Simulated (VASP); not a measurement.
# HfSiO4 (I4_1/amd) in VASP: further runs

The runs below take HfSiO4 through single point, relaxation of cell and atoms, with PBE.

Program: VASP 6.6.1. These are calculated values, not measurements. Logs are shortened: lines on timing, memory, paths and dates and some standing lists are left out, and cuts for length are marked.

### Step 1. The crystal as given

It takes space group I4_1/amd (No. 141, tetragonal). Conventional cell: a = 6.646 Å, b = 6.646 Å, c = 6.014 Å, α = 90.00°, β = 90.00°, γ = 90.00°. Hf (site symmetry -4m2) has 8 O at 2.14 to 2.28 Å as nearest neighbours. Around Si (site symmetry -4m2) lie 4 O at 1.64 Å. O (site symmetry m) has 1 Si at 1.64 Å as nearest neighbours.

### Step 2. Single point, PBE

INCAR

```
SYSTEM = HfSiO4
PREC = Accurate
ENCUT = 520
EDIFF = 1E-6
ISMEAR = 0
SIGMA = 0.01
LREAL = .False.
LASPH = .True.
NELM = 100
ALGO = Normal
ISIF = 2
LWAVE = .False.
LCHARG = .True.
GGA = PE
LELF = .True.
LVHAR = .True.
NBANDS = 50
```

KPOINTS

```
Automatic mesh
0
Gamma
  4 4 4
  0 0 0
```

POSCAR

```
HfSiO4
1.0
   -3.3228446883      3.3228446883      3.0068924258
    3.3228446883     -3.3228446883      3.0068924258
    3.3228446883      3.3228446883     -3.0068924258
Hf Si O
2 2 8
Direct
    0.7500000000      0.2500000000      0.5000000000
    0.0000000000      0.0000000000      0.0000000000
    0.2500000000      0.7500000000      0.5000000000
    0.5000000000      0.5000000000      0.0000000000
    0.1347218906      0.3189134361      0.8158084545
    0.0689134361      0.7531049816      0.6841915455
    0.5031049816      0.3189134361      0.1841915455
    0.0689134361      0.3847218906      0.3158084545
    0.6152781094      0.9310865639      0.6841915455
    0.6810865639      0.8652781094      0.1841915455
    0.2468950184      0.9310865639      0.3158084545
    0.6810865639      0.4968950184      0.8158084545
```

Potentials or basis: VASP PAW PBE potentials, release 64 (Hf_pv, Si, O).

Command:

```bash
$ cat potpaw_PBE.64/Hf_pv/POTCAR potpaw_PBE.64/Si/POTCAR potpaw_PBE.64/O/POTCAR > POTCAR
$ mpirun -np 1 vasp_std > vasp.out
```

OUTCAR:

```text
SYSTEM = HfSiO4
   PREC = Accurate
   ENCUT = 520
   EDIFF = 1E-6
   ISMEAR = 0
   LREAL = .False.
   LASPH = .True.
   NELM = 100
   ISIF = 2
   GGA = PE

 ion  position               nearest neighbor table
   1  0.750  0.250  0.500-   7 2.14  12 2.14  10 2.14   5 2.14   8 2.28   9 2.28   6 2.28  11 2.28
                             3 3.01   3 3.01   2 3.65   2 3.65   2 3.65   2 3.65
   2  0.000  0.000  0.000-   6 2.14  11 2.14   9 2.14   8 2.14  10 2.28   5 2.28   7 2.28  12 2.28
                             4 3.01   4 3.01   1 3.65   1 3.65   1 3.65   1 3.65
   3  0.250  0.750  0.500-   8 1.64   9 1.64   6 1.64  11 1.64   1 3.01   1 3.01
   4  0.500  0.500  0.000-   5 1.64  10 1.64   7 1.64  12 1.64   2 3.01   2 3.01
   5  0.135  0.319  0.816-   4 1.64   1 2.14   2 2.28
   6  0.069  0.753  0.684-   3 1.64   2 2.14   1 2.28
   7  0.503  0.319  0.184-   4 1.64   1 2.14   2 2.28
   8  0.069  0.385  0.316-   3 1.64   2 2.14   1 2.28
   9  0.615  0.931  0.684-   3 1.64   2 2.14   1 2.28
  10  0.681  0.865  0.184-   4 1.64   1 2.14   2 2.28
  11  0.247  0.931  0.316-   3 1.64   2 2.14   1 2.28
  12  0.681  0.497  0.816-   4 1.64   1 2.14   2 2.28

  LATTYP: Found a body centered tetragonal cell.
 ALAT       =     6.6456893766
 C/A-ratio  =     0.9049151278

  Lattice vectors:

 A1 = (  -3.3228446883,   3.3228446883,   3.0068924258)
 A2 = (   3.3228446883,  -3.3228446883,   3.0068924258)
 A3 = (   3.3228446883,   3.3228446883,  -3.0068924258)

Analysis of symmetry for initial positions (statically):
=====================================================================
 Subroutine PRICEL returns:
 Original cell was already a primitive cell.

 Routine SETGRP: Setting up the symmetry group for a
 body centered tetragonal supercell.

 Subroutine GETGRP returns: Found 16 space group operations
 (whereof  8 operations were pure point group operations)
 out of a pool of 16 trial point group operations.

The static configuration has the point symmetry D_2d.
 The point group associated with its full space group is D_4h.

Analysis of symmetry for dynamics (positions and initial velocities):
=====================================================================
 Subroutine PRICEL returns:
 Original cell was already a primitive cell.

 Routine SETGRP: Setting up the symmetry group for a
 body centered tetragonal supercell.

 Subroutine GETGRP returns: Found 16 space group operations
 (whereof  8 operations were pure point group operations)
 out of a pool of 16 trial point group operations.

The dynamic configuration has the point symmetry D_2d.
 The point group associated with its full space group is D_4h.

 Subroutine INISYM returns: Found 16 space group operations
 (whereof  8 operations are pure point group operations),
 and found     1 'primitive' translations

----------------------------------------------------------------------------------------

                                     Primitive cell

  volume of cell :     132.8000

  direct lattice vectors                    reciprocal lattice vectors
    -3.322844688  3.322844688  3.006892426     0.000000000  0.150473479  0.166284632
     3.322844688 -3.322844688  3.006892426     0.150473479  0.000000000  0.166284632
     3.322844688  3.322844688 -3.006892426     0.150473479  0.150473479  0.000000000

  length of vectors
     5.578888393  5.578888393  5.578888393     0.224260667  0.224260667  0.212801635

  position of ions in fractional coordinates (direct lattice)
     0.750000000  0.250000000  0.500000000
     0.000000000  0.000000000  0.000000000
     0.250000000  0.750000000  0.500000000
     0.500000000  0.500000000  0.000000000
     0.134721891  0.318913436  0.815808455
     0.068913436  0.753104982  0.684191545
     0.503104982  0.318913436  0.184191545
     0.068913436  0.384721891  0.315808455
     0.615278109  0.931086564  0.684191545
     0.681086564  0.865278109  0.184191545
     0.246895018  0.931086564  0.315808455
     0.681086564  0.496895018  0.815808455

  ion indices of the primitive-cell ions
   primitive index   ion index
                 1           1
                 2           2
                 3           3
                 4           4
                 5           5
                 6           6
                 7           7
                 8           8
                 9           9
                10          10
                11          11
                12          12

----------------------------------------------------------------------------------------

 KPOINTS: Automatic mesh

Automatic generation of k-mesh.
 Grid dimensions read from file:
 generate k-points for:    4    4    4

 Generating k-lattice:

  Cartesian coordinates                     Fractional coordinates (reciprocal lattice)
     0.000000000  0.037618370  0.041571158     0.250000000  0.000000000  0.000000000
     0.037618370  0.000000000  0.041571158     0.000000000  0.250000000  0.000000000
[... 77 lines left out ...]
 non-spin polarized calculation
 Gauss-broadening in eV      SIGMA  =   0.01
  energy-cutoff  :      520.00
  volume of cell :      132.80
 maximum number of plane-waves:      3595
 NGX is ok and might be reduce to    42
   NGX = 21   NGY = 21   NGZ = 21

 number of electron      76.0000017 magnetization

 Free energy of the ion-electron system (eV)
  ---------------------------------------------------
  ext. energy  EPLUGINS =         0.00000000
  ---------------------------------------------------
  free energy    TOTEN  =      -108.65817476 eV

  energy without entropy =     -108.65817476  energy(sigma->0) =     -108.65817476

 E-fermi :   3.1115     XC(G=0): -10.9391

 val. band max:        3.0552239823   @ k =   0.0000   0.0000   0.0000
 cond. band min:       8.3290454175   @ k =   0.2500   0.2500   0.2500
 fundamental gap:      5.2738214352
 Fermi energy:         3.1115451992

 k-point     1 :       0.0000    0.0000    0.0000
  band No.  band energies     occupation
      1     -26.4100      2.00000
      2     -26.4100      2.00000
      3     -26.3499      2.00000
      4     -26.3409      2.00000
      5     -26.2551      2.00000
      6     -26.2551      2.00000
[... 42 lines left out ...]
     49      12.0401      0.00000
     50      12.6423      0.00000

 k-point     2 :       0.2500    0.0000    0.0000
  band No.  band energies     occupation
      1     -26.4127      2.00000
      2     -26.4077      2.00000
      3     -26.3578      2.00000
      4     -26.3306      2.00000
      5     -26.2639      2.00000
      6     -26.2527      2.00000
[... 42 lines left out ...]
     49      11.8062      0.00000
     50      12.5573      0.00000

 k-point     3 :       0.5000    0.0000    0.0000
  band No.  band energies     occupation
      1     -26.4154      2.00000
      2     -26.3950      2.00000
      3     -26.3851      2.00000
      4     -26.2957      2.00000
      5     -26.2883      2.00000
      6     -26.2504      2.00000
[... 42 lines left out ...]
     49      12.0604      0.00000
     50      12.7039      0.00000

 k-point     4 :       0.2500    0.2500    0.0000
  band No.  band energies     occupation
      1     -26.4219      2.00000
      2     -26.3991      2.00000
      3     -26.3603      2.00000
      4     -26.3262      2.00000
      5     -26.2701      2.00000
      6     -26.2521      2.00000
[... 416 lines left out ...]
 k-point    12 :      -0.2500   -0.2500    0.2500
  band No.  band energies     occupation
      1     -26.4155      2.00000
      2     -26.4155      2.00000
      3     -26.3531      2.00000
      4     -26.3436      2.00000
      5     -26.2502      2.00000
      6     -26.2502      2.00000
[... 42 lines left out ...]
     49      11.5211      0.00000
     50      12.5399      0.00000

 k-point    13 :       0.5000    0.5000    0.5000
  band No.  band energies     occupation
      1     -26.4215      2.00000
      2     -26.4215      2.00000
      3     -26.3464      2.00000
      4     -26.3464      2.00000
      5     -26.2451      2.00000
      6     -26.2451      2.00000
[... 42 lines left out ...]
     49      12.4968      0.00000
     50      12.4968      0.00000

------------------------ aborting loop because EDIFF is reached ----------------------------------------

  FORCE on cell =-STRESS in cart. coord.  units (eV):
  Direction    XX          YY          ZZ          XY          YZ          ZX
  --------------------------------------------------------------------------------------
  -------------------------------------------------------------------------------------
  Total       -1.4192361     -1.4192361     -1.1162429      0.0000000      0.0000000      0.0000000
  in kB      -17.1225030    -17.1225030    -13.4670145      0.0000000      0.0000000      0.0000000
  external PRESSURE =     -15.9040069 kB  Pullay stress =       0.0000000 kB

 VOLUME and BASIS-vectors are now :
 -----------------------------------------------------------------------------
  energy-cutoff  :      520.00
  volume of cell :      132.80
      direct lattice vectors                 reciprocal lattice vectors
    -3.322844688  3.322844688  3.006892426     0.000000000  0.150473479  0.166284632
     3.322844688 -3.322844688  3.006892426     0.150473479  0.000000000  0.166284632
     3.322844688  3.322844688 -3.006892426     0.150473479  0.150473479  0.000000000

 POSITION                                       TOTAL-FORCE (eV/Angst)
 -----------------------------------------------------------------------------------
      0.00000      3.32284      1.50345        -0.000000      0.000000     -0.000000
      0.00000      0.00000      0.00000        -0.000000      0.000000     -0.000000
      3.32284      0.00000      1.50345        -0.000000      0.000000     -0.000000
      0.00000      0.00000      3.00689        -0.000000      0.000000     -0.000000
      3.32284      2.09876     -1.08902        -0.000000     -0.126323     -0.132099
      4.54692     -0.00000      0.41443         0.126323      0.000000     -0.132099
     -0.00000      1.22408      1.91788        -0.000000      0.126323     -0.132099
      2.09876      0.00000      0.41443        -0.126323      0.000000     -0.132099
      3.32284      1.22408      2.59246        -0.000000      0.126323      0.132099
      1.22408      0.00000      4.09591         0.126323      0.000000      0.132099
      3.32284     -1.22408      2.59246        -0.000000     -0.126323      0.132099
      2.09876      3.32284      1.08902        -0.126323      0.000000      0.132099
 -----------------------------------------------------------------------------------
    total drift:                               -0.000000      0.000000      0.000000

  FREE ENERGIE OF THE ION-ELECTRON SYSTEM (eV)
  ---------------------------------------------------
  free  energy   TOTEN  =      -108.6581747640 eV

  energy  without entropy=     -108.6581747640  energy(sigma->0) =     -108.65817476
```

It took 44 s on 1 thread of Intel Xeon 6975P-C (Granite Rapids), shared host; peak memory 0.29 GiB.

What came out:

```
Free energy            : -108.6582 eV
Pressure               : -1.6 GPa
Largest force          : 0.183 eV/Å
Band gap on the k mesh : 5.27 eV, indirect (least direct gap 5.60 eV)
```

Forces in eV/Å, atoms in the order of the input:
```
Hf   0.000  0.000  0.000
Hf   0.000  0.000  0.000
Si   0.000  0.000  0.000
Si   0.000  0.000  0.000
O    0.000 -0.126 -0.132
O    0.126  0.000 -0.132
O    0.000  0.126 -0.132
O   -0.126  0.000 -0.132
O    0.000  0.126  0.132
O    0.126  0.000  0.132
O    0.000 -0.126  0.132
O   -0.126  0.000  0.132
```

Levels at points of the mesh, in eV from the valence-band top:
| k point | band 35 | band 36 | band 37 | band 38 | band 39 | band 40 | band 41 | band 42 |
| --- | --- | --- | --- | --- | --- | --- | --- | --- |
| (0.00, 0.00, 0.00) | -0.60 | -0.60 | -0.53 | 0.00 | 5.60 | 5.91 | 5.96 | 6.04 |
| (0.50, 0.00, 0.00) | -0.95 | -0.80 | -0.24 | -0.22 | 5.50 | 5.66 | 6.39 | 6.54 |
| (0.50, 0.50, 0.00) | -0.89 | -0.89 | -0.58 | -0.58 | 5.28 | 5.28 | 6.35 | 6.35 |
| (0.50, 0.50, 0.50) | -1.07 | -1.07 | -0.89 | -0.89 | 6.06 | 6.06 | 6.38 | 6.38 |

Caveat: spin-orbit coupling is left out, which moves the levels of the heavy elements. A k mesh can miss the band edges.

### Step 3. Relaxation of cell and atoms, PBE

This run uses another cell than the first one, of 10.73 Å³/atom, 0.970 times its volume.

INCAR

```
SYSTEM = HfSiO4
PREC     = Accurate       ! precision mode
ENCUT    = 600            ! plane-wave cutoff, eV
EDIFF    = 1E-7           ! SCF threshold, eV
ISMEAR   = 0              ! smearing method
SIGMA    = 0.01           ! smearing width, eV
LREAL    = .FALSE.        ! projectors in reciprocal space
LASPH    = .TRUE.         ! aspherical terms in the spheres
NELM     = 100            ! most SCF steps
ALGO     = Fast           ! electronic algorithm
ISIF     = 3              ! what is computed and relaxed
LWAVE    = .FALSE.        ! write WAVECAR
LCHARG   = .FALSE.        ! write CHGCAR
GGA      = PE             ! functional
IBRION   = 2              ! ionic algorithm
NSW      = 100            ! ionic steps
EDIFFG   = -0.003         ! ionic threshold
```

KPOINTS

```
regular mesh
0
G
  4 4 4
  0 0 0
```

POSCAR

```
HfSiO4
1.0
   -3.2862500000      3.2862500000      2.9816000000
    3.2862500000     -3.2862500000      2.9816000000
    3.2862500000      3.2862500000     -2.9816000000
Hf Si O
2 2 8
Direct
    0.7500000000      0.2500000000      0.5000000000
    0.0000000000      0.0000000000      0.0000000000
    0.2500000000      0.7500000000      0.5000000000
    0.5000000000      0.5000000000      0.0000000000
    0.1353000000      0.3198000000      0.8155000000
    0.0698000000      0.7543000000      0.6845000000
    0.5043000000      0.3198000000      0.1845000000
    0.0698000000      0.3853000000      0.3155000000
    0.6147000000      0.9302000000      0.6845000000
    0.6802000000      0.8647000000      0.1845000000
    0.2457000000      0.9302000000      0.3155000000
    0.6802000000      0.4957000000      0.8155000000
```

Potentials or basis: VASP PAW PBE potentials, release 64 (Hf_pv, Si, O).

Command:

```bash
$ cat potpaw_PBE.64/Hf_pv/POTCAR potpaw_PBE.64/Si/POTCAR potpaw_PBE.64/O/POTCAR > POTCAR
$ mpirun -np 1 vasp_std > vasp.out
```

Wall time 6.2 min (1 thread of Intel Xeon 6975P-C (Granite Rapids), shared host); peak memory 0.39 GiB.

The run converged. Its results:

| Property | Result |
| --- | --- |
| Free energy | -108.6843 eV |
| Relaxed volume | 10.96 Å³/atom |
| Relaxed cell | a = 5.560 Å, b = 5.560 Å, c = 5.560 Å, α = 106.95°, β = 106.95°, γ = 114.64° |
| Space group after relaxing (to 0.05 Å) | I4_1/amd (No. 141) |
| Energy gained by relaxing | 4.9 meV/atom |
| Ionic steps | 11 |
| Pressure after relaxing | 0.0 GPa |
| Band gap on the k mesh | 5.35 eV, indirect (least direct gap 5.70 eV) |

Step by step:
```
step  energy change (eV)  largest force (eV/Å)  pressure (GPa)  volume (Å³)
   1              0.0000                0.5262            5.52       128.80
   2              0.1523                1.1430           -8.35       135.81
   3             -0.0567                0.1158            0.37       131.12
   4             -0.0567                0.1051            0.47       131.07
   5             -0.0581                0.0723           -0.29       131.67
   6             -0.0585                0.0413           -0.05       131.48
   7             -0.0590                0.0232           -0.05       131.49
   8             -0.0592                0.0043           -0.03       131.51
   9             -0.0592                0.0040           -0.03       131.51
  10             -0.0592                0.0084            0.05       131.47
  11             -0.0592                0.0007            0.01       131.49
```

Final structure:
```yaml
crystal:
  lattice:
    - [-3.30910, 3.30910, 3.00213]
    - [3.30910, -3.30910, 3.00213]
    - [3.30910, 3.30910, -3.00213]
  atoms:
    - { symbol: Hf, position: [0.75000, 0.25000, 0.50000] }
    - { symbol: Hf, position: [0.00000, 0.00000, 0.00000] }
    - { symbol: Si, position: [0.25000, 0.75000, 0.50000] }
    - { symbol: Si, position: [0.50000, 0.50000, 0.00000] }
    - { symbol: O, position: [0.13363, 0.31838, 0.81525] }
    - { symbol: O, position: [0.06838, 0.75313, 0.68475] }
    - { symbol: O, position: [0.50313, 0.31838, 0.18475] }
    - { symbol: O, position: [0.06838, 0.38363, 0.31525] }
    - { symbol: O, position: [0.61637, 0.93162, 0.68475] }
    - { symbol: O, position: [0.68162, 0.86637, 0.18475] }
    - { symbol: O, position: [0.24687, 0.93162, 0.31525] }
    - { symbol: O, position: [0.68162, 0.49687, 0.81525] }
```

Levels at points of the mesh, in eV from the valence-band top:
| k point | band 35 | band 36 | band 37 | band 38 | band 39 | band 40 | band 41 | band 42 |
| --- | --- | --- | --- | --- | --- | --- | --- | --- |
| (0.00, 0.00, 0.00) | -0.58 | -0.58 | -0.53 | 0.00 | 5.70 | 6.01 | 6.02 | 6.12 |
| (0.50, 0.00, 0.00) | -0.94 | -0.80 | -0.25 | -0.21 | 5.59 | 5.74 | 6.47 | 6.64 |
| (0.50, 0.50, 0.00) | -0.90 | -0.90 | -0.59 | -0.59 | 5.35 | 5.35 | 6.43 | 6.43 |
| (0.50, 0.50, 0.50) | -1.08 | -1.08 | -0.88 | -0.88 | 6.17 | 6.17 | 6.46 | 6.46 |

Caveat: spin-orbit coupling is left out, which moves the levels of the heavy elements.
